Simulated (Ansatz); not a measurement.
Structure types of Si₂W compared at 80 GPa

Structure types of Si₂W are relaxed in primitive cells with their symmetry kept at 80 GPa, first on PAW files, then by LAPW. The enthalpy is E + pV at zero temperature, without zero-point motion. Only the types listed were tried, and differences under about 5 meV/atom are mesh noise. The real phase may be another.

All numbers are PBE results (scalar-relativistic) from Ansatz 0.2.0, with Fermi–Dirac smearing of 0.05 eV, no spin polarisation. Methods: LAPW: all electrons, basis error target 0.5 meV/atom; PAW: frozen-core files, cutoff 420 eV.

k meshes: MoSi2 15×15×15, fluorite 10×10×10, AlB2 10×10×8.

Spin–orbit coupling is left out, which matters for the heavy atoms.

Problem. Which type is lowest in enthalpy, and by how much?

Solution. MoSi2, 779 meV/atom below AlB2. The whole table:

| start type | ends as | a, b, c (Å) | V (Å³/atom) | H − H(lowest), LAPW (meV/atom) | same, PAW |
| --- | --- | --- | --- | --- | --- |
| MoSi2 | MoSi2, I4/mmm | 2.974, 2.974, 7.387 | 10.89 | 0.0 | 0.0 |
| fluorite | fluorite, Fm-3m | 5.309, 5.309, 5.309 | 12.47 | 1956.9 | 1961.8 |
| AlB2 | AlB2, P6/mmm | 3.926, 3.926, 2.460 | 10.95 | 779.5 | 777.5 |

Problem. Split the lead of MoSi2 over AlB2 into energy and pV.

Solution. For AlB2 less MoSi2: ΔE = +752.2 meV/atom, and p·ΔV = 80 GPa × +0.0547 Å³ × 6.242 meV/(GPa·Å³) = +27.3 meV/atom, together 779.5 meV/atom. MoSi2 wins on both counts.
